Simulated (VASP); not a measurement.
The system is TiTe.

```
CELL_PARAMETERS angstrom
0.00000 3.05007 3.05007
3.05007 0.00000 3.05007
3.05007 3.05007 0.00000
ATOMIC_POSITIONS crystal
Ti 0.50000 0.50000 0.50000
Te 0.00000 0.00000 0.00000
```

The cell comes from a database or a generator and needn't be the stable form of this composition.

```yaml
Program: VASP 6.6.1
Task: relaxation of cell and atoms
Functional: BLYP
Dispersion: D4
Potentials_or_basis: VASP PAW PBE potentials, release 64 (Ti_sv, Te)
Cutoff: 600 eV
k_mesh: 8 × 8 × 8
Occupations: fermi-dirac, width 0.05 eV
Spin: no spin polarisation
```

At the start: pressure -3.5 GPa; volume 28.37 Å³/atom.

Task: Where does the relaxation end?

Result: Over 13 steps the energy falls by 213.4 meV/atom and the volume is 22.60 Å³/atom (-20.3 %); space group Fm-3m (No. 225, to 0.05 Å).

The path:
```tsv
step	energy change (eV)	largest force (eV/Å)	pressure (GPa)	volume (Å³)
1	0.0000	0.0000	-3.52	56.75
2	-0.2472	0.0000	-7.75	51.78
3	-0.1164	0.0000	17.38	38.64
4	-0.4177	0.0000	-2.11	46.57
5	-0.4268	0.0000	0.12	45.16
6	-0.4267	0.0000	-0.24	45.37
7	-0.4268	0.0000	-0.24	45.36
8	-0.4268	0.0000	-0.15	45.31
9	-0.4268	0.0000	-0.11	45.31
10	-0.4268	0.0000	-0.13	45.30
11	-0.4268	0.0000	-0.12	45.29
12	-0.4268	0.0000	-0.10	45.26
13	-0.4268	0.0000	0.04	45.20
```

Final structure:
```cif
data_structure
_symmetry_space_group_name_H-M 'P 1'
_symmetry_Int_Tables_number 1
_cell_length_a 3.9985
_cell_length_b 3.9985
_cell_length_c 3.9985
_cell_angle_alpha 60.000
_cell_angle_beta 60.000
_cell_angle_gamma 60.000
_cell_volume 45.20
loop_
_atom_site_label
_atom_site_type_symbol
_atom_site_fract_x
_atom_site_fract_y
_atom_site_fract_z
_atom_site_occupancy
Ti1 Ti 0.50000 0.50000 0.50000 1
Te1 Te 0.00000 0.00000 0.00000 1
```

Caveat: the volume moved by over 15 % at a fixed basis, so the end points are rough; the PAW data sets were made with another functional, which shifts forces and pressure a little.
